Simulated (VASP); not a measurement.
# GaAs (F-43m) in VASP: single point with PBE

Aim: the single point of GaAs with PBE.

Everything below comes from runs of VASP 6.6.1. Logs are shortened: lines on timing, memory, paths and dates and some standing lists are left out, and cuts for length are marked.

**The experiment to reproduce.**

“Evidence of valence band perturbations in GaAsN/GaAs(001): A combined variable-angle spectroscopic ellipsometry and modulated photoreflectance investigation”, 2008, arxiv:0805.2212 reports, for a bulk crystal of GaAs at 300 K: band gap 1.412 ± 0.01 eV (direct).

How close the calculation comes is told below.

### 1 Starting point

The structure is cubic, space group F-43m (No. 216). Conventional cell: a = 5.750 Å, b = 5.750 Å, c = 5.750 Å, α = 90.00°, β = 90.00°, γ = 90.00°. Ga (site symmetry -43m) has 4 As at 2.49 Å as nearest neighbours. Around As (site symmetry -43m) lie 4 Ga at 2.49 Å.

### 2 Single point, PBE

The input, INCAR:

```
SYSTEM = GaAs
ALGO = Normal ; EDIFF = 1E-7
ENCUT = 450 ; GGA = PE
ICORELEVEL = 1 ; ISIF = 2
ISMEAR = 1 ; LASPH = .TRUE.
LCHARG = .FALSE. ; LREAL = Auto
LWAVE = .FALSE. ; NBANDS = 166
NELM = 80 ; PREC = Normal
SIGMA = 0.1
```

The input, KPOINTS:

```
k-points
0
G
  3 3 3
  0 0 0
```

The input, POSCAR:

```
GaAs
1.0
    5.7502320000      5.7502320000     -5.7502320000
   -5.7502320000     -5.7502320000     -5.7502320000
   -5.7502320000      5.7502320000      5.7502320000
Ga As
16 16
Direct
    0.2500000000      0.7500000000      0.0000000000
    0.5000000000      0.5000000000      0.0000000000
    0.7500000000      0.2500000000      0.0000000000
    0.7500000000      0.7500000000      0.5000000000
    0.0000000000      0.7500000000      0.2500000000
    0.2500000000      0.5000000000      0.2500000000
    0.5000000000      0.2500000000      0.2500000000
    0.7500000000      0.0000000000      0.2500000000
    0.0000000000      0.0000000000      0.0000000000
    0.5000000000      0.7500000000      0.7500000000
    0.7500000000      0.5000000000      0.7500000000
    0.0000000000      0.5000000000      0.5000000000
    0.2500000000      0.2500000000      0.5000000000
    0.5000000000      0.0000000000      0.5000000000
    0.0000000000      0.2500000000      0.7500000000
    0.2500000000      0.0000000000      0.7500000000
    0.2500000000      0.5000000000      0.0000000000
    0.5000000000      0.2500000000      0.0000000000
    0.7500000000      0.0000000000      0.0000000000
    0.7500000000      0.5000000000      0.5000000000
    0.0000000000      0.5000000000      0.2500000000
    0.2500000000      0.2500000000      0.2500000000
    0.5000000000      0.0000000000      0.2500000000
    0.7500000000      0.7500000000      0.2500000000
    0.0000000000      0.7500000000      0.0000000000
    0.5000000000      0.5000000000      0.7500000000
    0.7500000000      0.2500000000      0.7500000000
    0.0000000000      0.2500000000      0.5000000000
    0.2500000000      0.0000000000      0.5000000000
    0.5000000000      0.7500000000      0.5000000000
    0.0000000000      0.0000000000      0.7500000000
    0.2500000000      0.7500000000      0.7500000000
```

Potentials or basis: VASP PAW PBE potentials, release 64 (Ga_d, As).

Command:

```sh
$ cat potpaw_PBE.64/Ga_d/POTCAR potpaw_PBE.64/As/POTCAR > POTCAR
$ mpirun -np 4 vasp_std > vasp.out
```

OUTCAR:

```text
SYSTEM = GaAs
   EDIFF = 1E-7
   ENCUT = 450
   GGA = PE
   ISIF = 2
   ISMEAR = 1
   LASPH = .TRUE.
   LREAL = Auto
   NELM = 80
   PREC = Normal

 ion  position               nearest neighbor table
   1  0.250  0.750  0.000-  17 2.49  23 2.49  25 2.49  32 2.49
   2  0.500  0.500  0.000-  17 2.49  18 2.49  24 2.49  26 2.49
   3  0.750  0.250  0.000-  18 2.49  19 2.49  21 2.49  27 2.49
   4  0.750  0.750  0.500-  20 2.49  24 2.49  30 2.49  31 2.49
   5  0.000  0.750  0.250-  21 2.49  24 2.49  25 2.49  29 2.49
   6  0.250  0.500  0.250-  17 2.49  21 2.49  22 2.49  30 2.49
[... 24 lines left out ...]
  31  0.000  0.000  0.750-   4 2.49   9 2.49  15 2.49  16 2.49
  32  0.250  0.750  0.750-   1 2.49  10 2.49  12 2.49  16 2.49

  LATTYP: Found a body centered cubic cell.
 ALAT       =    11.5004640000

  Lattice vectors:

 A1 = (   5.7502320000,   5.7502320000,  -5.7502320000)
 A2 = (  -5.7502320000,  -5.7502320000,  -5.7502320000)
 A3 = (  -5.7502320000,   5.7502320000,   5.7502320000)

Analysis of symmetry for initial positions (statically):
=====================================================================
 Subroutine PRICEL returns following result:

  LATTYP: Found a face centered cubic cell.
 ALAT       =     5.7502320000

  Lattice vectors:

 A1 = (  -2.8751160000,  -2.8751160000,   0.0000000000)
 A2 = (   0.0000000000,  -2.8751160000,   2.8751160000)
 A3 = (  -2.8751160000,   0.0000000000,   2.8751160000)

  16 primitive cells build up your supercell.

 Routine SETGRP: Setting up the symmetry group for a
 body centered cubic supercell.

 Subroutine GETGRP returns: Found 24 space group operations
 (whereof 24 operations were pure point group operations)
 out of a pool of 48 trial point group operations.

The static configuration has the point symmetry T_d .

Analysis of symmetry for dynamics (positions and initial velocities):
=====================================================================
 Subroutine PRICEL returns following result:

  LATTYP: Found a face centered cubic cell.
 ALAT       =     5.7502320000

  Lattice vectors:

 A1 = (  -2.8751160000,  -2.8751160000,   0.0000000000)
 A2 = (   0.0000000000,  -2.8751160000,   2.8751160000)
 A3 = (  -2.8751160000,   0.0000000000,   2.8751160000)

  16 primitive cells build up your supercell.

 Routine SETGRP: Setting up the symmetry group for a
 body centered cubic supercell.

 Subroutine GETGRP returns: Found 24 space group operations
 (whereof 24 operations were pure point group operations)
 out of a pool of 48 trial point group operations.

The dynamic configuration has the point symmetry T_d .

 Subroutine INISYM returns: Found 24 space group operations
 (whereof 24 operations are pure point group operations),
 and found    16 'primitive' translations

----------------------------------------------------------------------------------------

                                     Primitive cell

  volume of cell :      47.5331

  direct lattice vectors                    reciprocal lattice vectors
    -2.875116000 -2.875116000  0.000000000    -0.173906027 -0.173906027 -0.173906027
     0.000000000 -2.875116000  2.875116000     0.173906027 -0.173906027  0.173906027
    -2.875116000  0.000000000  2.875116000    -0.173906027  0.173906027  0.173906027

  length of vectors
     4.066028041  4.066028041  4.066028041     0.301214074  0.301214074  0.301214074

  position of ions in fractional coordinates (direct lattice)
     0.000000000  0.000000000  0.000000000
     0.250000000  0.250000000  0.250000000

  ion indices of the primitive-cell ions
   primitive index   ion index
                 1           1
                 2          17

----------------------------------------------------------------------------------------

 KPOINTS: k-points

Automatic generation of k-mesh.
 Grid dimensions read from file:
 generate k-points for:    3    3    3

 Generating k-lattice:

  Cartesian coordinates                     Fractional coordinates (reciprocal lattice)
     0.000000000  0.028984338 -0.028984338     0.333333333  0.000000000  0.000000000
    -0.028984338  0.000000000 -0.028984338     0.000000000  0.333333333  0.000000000
    -0.028984338  0.028984338  0.000000000     0.000000000  0.000000000  0.333333333

  Length of vectors
     0.040990044  0.040990044  0.040990044

  Shift w.r.t. Gamma in fractional coordinates (k-lattice)
     0.000000000  0.000000000  0.000000000

 Subroutine IBZKPT returns following result:
 ===========================================

 Found      4 irreducible k-points:

 Following reciprocal coordinates:
            Coordinates               Weight
  0.000000  0.000000  0.000000      1.000000
  0.333333  0.000000  0.000000     12.000000
  0.333333  0.333333  0.000000      8.000000
 -0.333333  0.333333  0.333333      6.000000
   k-points           NKPTS =      4   k-points in BZ     NKDIM =      4   number of bands    NBANDS=    168
   number of dos      NEDOS =    301   number of ions     NIONS =     32
   total plane-waves  NPLWV = 157464
   dimension x,y,z NGX =    54 NGY =   54 NGZ =   54
   dimension x,y,z NGXF=   108 NGYF=  108 NGZF=  108
   ions per type =              16  16
   NGX,Y,Z   is equivalent  to a cutoff of   9.01,  9.01,  9.01 a.u.
   NGXF,Y,Z  is equivalent  to a cutoff of  18.03, 18.03, 18.03 a.u.
 SYSTEM =  GaAs
   PREC   = normal    normal or accurate (medium, high low for compatibility)
   ISTART =      0    job   : 0-new  1-cont  2-samecut
   ICHARG =      2    charge: 1-file 2-atom 10-const
   ISPIN  =      1    spin polarized calculation?
   LNONCOLLINEAR =      F non collinear calculations
   LSORBIT =      F    spin-orbit coupling
   LASPH  =      T    aspherical Exc in radial PAW
   ENCUT  =  450.0 eV  33.07 Ry    5.75 a.u.  17.23 17.23 17.23*2*pi/ulx,y,z
   NELM   =     80;   NELMIN=  2; NELMDL= -5     # of ELM steps
   EDIFF  = 0.1E-06   stopping-criterion for ELM
   LREAL  =      T    real-space projection
   EDIFFG = 0.1E-05   stopping-criterion for IOM
   NSW    =      0    number of steps for IOM
   IBRION =     -1    ionic relax: 0-MD 1-quasi-New 2-CG
   NFREE  =      0    steps in history (QN), initial steepest desc. (CG)
   ISIF   =      2    stress and relaxation
   ISYM   =      2    0-nonsym 1-usesym 2-fastsym
   POTIM  = 0.5000    time-step for ionic-motion
   TEBEG  =    0.0;   TEEND  =   0.0 temperature during run
   PSTRESS=    0.0 pullay stress
   NELECT =     288.0000    total number of electrons
   NUPDOWN=      -1.0000    fix difference up-down
   EMIN   =  10.00;   EMAX   =-10.00  energy-range for DOS
   EFERMI =   0.00;   METHOD = LEGACY
   ISMEAR =     1;   SIGMA  =   0.10  broadening in eV -4-tet -1-fermi 0-gaus
   EFERMI_NEDOS =   21; number of points for ismear=-14 and -15
   IALGO  =     38    algorithm
   IMIX   =      4    mixing-type and parameters
     AMIX     =   0.40;   BMIX     =  1.00
     AMIX_MAG =   1.60;   BMIX_MAG =  1.00
  volume/ion in A,a.u.               =      23.77       160.38
  Fermi-wavevector in a.u.,A,eV,Ry     =   1.184405  2.238201 19.086465  1.402816
  Thomas-Fermi vector in A             =   2.320620
   LORBIT       =      0    0 simple, 1 ext, 2 COOP (PROOUT), +10 PAW based schemes
   GGA     = PE    functional components
   LHFCALC =     F    Hartree Fock is set to
   AEXX    =    0.0000 exact exchange contribution
   IVDW    =     0    specifies the selected vdW correction
   LEPSILON=     F    determine dielectric tensor
   LRPA    =     F    only Hartree local field effects (RPA)
 non-spin polarized calculation
 Methfessel and Paxton  Order N= 1 SIGMA  =   0.10
  energy-cutoff  :      450.00
  volume of cell :      760.53
 maximum number of plane-waves:     16488
   NGX = 35   NGY = 35   NGZ = 35

 number of electron     287.9998627 magnetization

 Free energy of the ion-electron system (eV)
  ---------------------------------------------------
  ext. energy  EPLUGINS =         0.00000000
  ---------------------------------------------------
  free energy    TOTEN  =      -132.39919726 eV

  energy without entropy =     -132.40218449  energy(sigma->0) =     -132.40019301

 the core state eigenenergies are
   1-  1s -10220.7717  2s  -1254.1593  2p  -1090.6256  3s   -140.1351  3p    -90.8656

   2-  1s -10220.7717  2s  -1254.1593  2p  -1090.6256  3s   -140.1351  3p    -90.8656

   3-  1s -10220.7717  2s  -1254.1593  2p  -1090.6256  3s   -140.1351  3p    -90.8656

   4-  1s -10220.7717  2s  -1254.1593  2p  -1090.6256  3s   -140.1351  3p    -90.8656

   5-  1s -10220.7717  2s  -1254.1593  2p  -1090.6256  3s   -140.1351  3p    -90.8656

   6-  1s -10220.7717  2s  -1254.1593  2p  -1090.6256  3s   -140.1351  3p    -90.8656
[... 36 lines left out ...]
       3d    -31.4503
  25-  1s -11708.5365  2s  -1477.1056  2p  -1293.9336  3s   -181.0516  3p   -124.4298
       3d    -31.4503
  26-  1s -11708.5365  2s  -1477.1056  2p  -1293.9336  3s   -181.0516  3p   -124.4298
       3d    -31.4503
  27-  1s -11708.5365  2s  -1477.1056  2p  -1293.9336  3s   -181.0516  3p   -124.4298
       3d    -31.4503
  28-  1s -11708.5365  2s  -1477.1056  2p  -1293.9336  3s   -181.0516  3p   -124.4298
       3d    -31.4503
  29-  1s -11708.5365  2s  -1477.1056  2p  -1293.9336  3s   -181.0516  3p   -124.4298
       3d    -31.4503
  30-  1s -11708.5365  2s  -1477.1056  2p  -1293.9336  3s   -181.0516  3p   -124.4298
       3d    -31.4503
  31-  1s -11708.5365  2s  -1477.1056  2p  -1293.9336  3s   -181.0516  3p   -124.4298
       3d    -31.4503
  32-  1s -11708.5365  2s  -1477.1056  2p  -1293.9336  3s   -181.0516  3p   -124.4298
       3d    -31.4503

 E-fermi :   3.5282     XC(G=0):  -9.3613

 val. band max:        3.4669983736   @ k =   0.0000   0.0000   0.0000
 cond. band min:       3.6116594778   @ k =   0.0000   0.0000   0.0000
 fundamental gap:      0.1446611042
 Fermi energy:         3.5282313022

 k-point     1 :       0.0000    0.0000    0.0000
  band No.  band energies     occupation
      1     -11.3494      2.00000
      2     -11.3494      2.00000
      3     -11.3494      2.00000
      4     -11.3191      2.00000
      5     -11.3191      2.00000
      6     -11.3191      2.00000
[... 148 lines left out ...]
    155       6.0755      0.00000
    156       6.0755      0.00000

 k-point     2 :       0.3333    0.0000    0.0000
  band No.  band energies     occupation
      1     -11.3445      2.00000
      2     -11.3422      2.00000
      3     -11.3421      2.00000
      4     -11.3336      2.00000
      5     -11.3274      2.00000
      6     -11.3274      2.00000
[... 148 lines left out ...]
    155       5.9215      0.00000
    156       5.9215      0.00000

 k-point     3 :       0.3333    0.3333    0.0000
  band No.  band energies     occupation
      1     -11.3357      2.00000
      2     -11.3357      2.00000
      3     -11.3357      2.00000
      4     -11.3357      2.00000
      5     -11.3357      2.00000
      6     -11.3357      2.00000
[... 148 lines left out ...]
    155       5.9851      0.00000
    156       5.9851      0.00000

 k-point     4 :      -0.3333    0.3333    0.3333
  band No.  band energies     occupation
      1     -11.3413      2.00000
      2     -11.3413      2.00000
      3     -11.3355      2.00000
      4     -11.3355      2.00000
      5     -11.3355      2.00000
      6     -11.3355      2.00000
[... 148 lines left out ...]
    155       6.0866      0.00000
    156       6.4340      0.00000
 [bands above 156 left out]

------------------------ aborting loop because EDIFF is reached ----------------------------------------

  FORCE on cell =-STRESS in cart. coord.  units (eV):
  Direction    XX          YY          ZZ          XY          YZ          ZX
  --------------------------------------------------------------------------------------
  -------------------------------------------------------------------------------------
  Total       -0.3721531     -0.3721531     -0.3721531      0.0000000      0.0000000      0.0000000
  in kB       -0.7840002     -0.7840002     -0.7840002      0.0000000      0.0000000      0.0000000
  external PRESSURE =      -0.7840002 kB  Pullay stress =       0.0000000 kB

 VOLUME and BASIS-vectors are now :
 -----------------------------------------------------------------------------
  energy-cutoff  :      450.00
  volume of cell :      760.53
      direct lattice vectors                 reciprocal lattice vectors
     5.750232000  5.750232000 -5.750232000     0.000000000  0.086953013 -0.086953013
    -5.750232000 -5.750232000 -5.750232000    -0.086953013  0.000000000 -0.086953013
    -5.750232000  5.750232000  5.750232000    -0.086953013  0.086953013  0.000000000

 POSITION                                       TOTAL-FORCE (eV/Angst)
 -----------------------------------------------------------------------------------
     -2.87512     -2.87512     -5.75023        -0.000000      0.000000      0.000000
      0.00000      0.00000     -5.75023        -0.000000      0.000000      0.000000
      2.87512      2.87512     -5.75023         0.000000      0.000000     -0.000000
     -2.87512      2.87512     -5.75023         0.000000      0.000000     -0.000000
     -5.75023     -2.87512     -2.87512        -0.000000      0.000000      0.000000
     -2.87512      0.00000     -2.87512        -0.000000      0.000000     -0.000000
[... 24 lines left out ...]
     -4.31267      4.31267      4.31267        -0.000000     -0.000000      0.000000
     -7.18779      1.43756     -1.43756         0.000000      0.000000     -0.000000
 -----------------------------------------------------------------------------------
    total drift:                                0.000291     -0.000291      0.000463

  FREE ENERGIE OF THE ION-ELECTRON SYSTEM (eV)
  ---------------------------------------------------
  free  energy   TOTEN  =      -132.3991972632 eV

  energy  without entropy=     -132.4021844937  energy(sigma->0) =     -132.40019301
```

It took 77 s on 4 MPI ranks of Intel Xeon 6975P-C (Granite Rapids), shared host; peak memory 0.25 GiB.

What came out:

```
Free energy            : -132.3992 eV
Pressure               : -0.1 GPa
Band gap on the k mesh : 0.14 eV
```

Core levels (eV, on the scale of the bands):
```tsv
atom	levels
1 Ga	1s -10220.8, 2s -1254.2, 2p -1090.6, 3s -140.1, 3p -90.9
2 Ga	1s -10220.8, 2s -1254.2, 2p -1090.6, 3s -140.1, 3p -90.9
3 Ga	1s -10220.8, 2s -1254.2, 2p -1090.6, 3s -140.1, 3p -90.9
4 Ga	1s -10220.8, 2s -1254.2, 2p -1090.6, 3s -140.1, 3p -90.9
5 Ga	1s -10220.8, 2s -1254.2, 2p -1090.6, 3s -140.1, 3p -90.9
6 Ga	1s -10220.8, 2s -1254.2, 2p -1090.6, 3s -140.1, 3p -90.9
```

### 3 How close it comes

Step 2. Against the measured gap of GaAs, 1.412 eV (direct; 300 K; “Evidence of valence band perturbations in GaAsN/GaAs(001): A combined variable-angle spectroscopic ellipsometry and modulated photoreflectance investigation”, 2008, arxiv:0805.2212), the calculated 0.14 eV is off by -1.27 eV. So large a miss can be the level of theory's own, or it may mean another phase, state or a wrong row. 3 values of this kind are on record (1.412 to 1.51 eV); this one was drawn at random among those near their median, those with a stated uncertainty first. Spin-orbit coupling on As, Ga is left out. The value is that of PBE, without temperature or zero-point motion. Semilocal functionals fall short of measured gaps as a rule.
